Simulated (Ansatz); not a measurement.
Runs of Ansatz 0.2.0 on MoS2. The structure is hexagonal, space group P6_3/mmc (No. 194). Conventional cell: a = 3.169 Å, b = 3.169 Å, c = 12.324 Å, α = 90.00°, β = 90.00°, γ = 120.00°. Around Mo (site symmetry -6m2) lie 6 S at 2.41 Å. S (site symmetry 3m) is surrounded by 3 Mo at 2.41 Å. 

```tsv
task	level	cell	cutoff (eV)	points for each segment of the path	gap on the mesh (eV)	pressure (GPa)	relaxed volume (Å³/atom)	largest force (eV/Å)
relaxation of cell and atoms	PBEsol+D3(BJ)-ATM	relaxed	420	-	(b)	0.0	16.51	-
band structure	PBEsol	as given	420	14	0.88	-3.0	-	0.31
band structure	RPBE	as given	420	14	0.97	4.7	-	-
relaxation of cell and atoms	PBEsol+D3(BJ)	relaxed	420	-	0.57	0.0	16.33	-
band structure	r2SCAN	as given	500	14	1.03	0.8	-	(a)
band structure	BLYP	as given	420	14	0.94	9.4	-	0.33
relaxation of cell and atoms	PBEsol	relaxed	420	-	1.02	0.0	17.91	-
relaxation of cell and atoms	PBEsol+D4	relaxed	420	-	0.70	0.0	16.78	-
```

Alike in all rows: potentials or basis Ansatz PAW; no spin polarisation; k mesh 10 × 10 × 3; smearing fermi-dirac 0.05 eV.

Q: Fill in the values left out.

A: (a) 0.24; (b) 0.62.

Caveats: the PAW data sets come from PBE, with cores solved anew for the run's functional, which leaves a small shift of forces and pressure; odd divisions of the mesh miss points on the zone boundary, where band edges often lie, so the gap on the mesh can be too wide (some runs); the plane-wave basis is chosen anew once the cell has moved, so the energies of steps on either side of that aren't comparable (some runs); this functional lacks dispersion, which binds the layers, so the pressure and a relaxed spacing across them are unreliable (some runs).

A k mesh can miss the band edges, and the runs leave out spin-orbit coupling on Mo.

Runs at the PBE level aren't shown here.
